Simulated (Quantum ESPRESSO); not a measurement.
Ti3Al: equation of state with LDA

The system is Ti3Al.

```xyz
4
Lattice="2.9275 0.0000 0.0000 -1.4638 2.5353 0.0000 0.0000 0.0000 9.2264" Properties=species:S:1:pos:R:3 pbc="T T T"
Ti    0.0000    1.6902    2.3011
Ti    0.0000    1.6902    6.9253
Ti    1.4638    0.8451    0.0000
Al    1.4638    0.8451    4.6132
```

The cell comes from a database or a generator and needn't be the stable form of this composition.

```
Program             : Quantum ESPRESSO 7.5
Task                : equation of state
Functional          : LDA
Potentials or basis : GBRV 1.5 LDA
Cutoff              : 612 eV
Density cutoff      : 4898 eV
k mesh              : 10 × 10 × 3
Occupations         : fermi-dirac, width 0.05 eV
Spin                : no spin polarisation
```

| Property | Result |
| --- | --- |
| Equilibrium volume | 16.06 Å³/atom (rough: see the caveat) |
| Bulk modulus at fixed shape and positions | 124 GPa (rough) |

Energy against volume, from the lowest point:
```tsv
volume (Å³/atom)	energy (meV/atom)
16.093	0.00
16.435	3.24
16.778	11.53
17.120	24.38
17.463	41.36
17.805	62.08
18.147	86.16
```

All runs of the series together: 3.7 min on 2 threads of AMD EPYC 7R43 64-Core Processor (Zen 3), on a shared host.

Caveat: the minimum lies outside the volumes run; the cell was scaled at fixed shape and fractional positions, which overstates the stiffness of a crystal with free parameters, most of all of layers and chains.
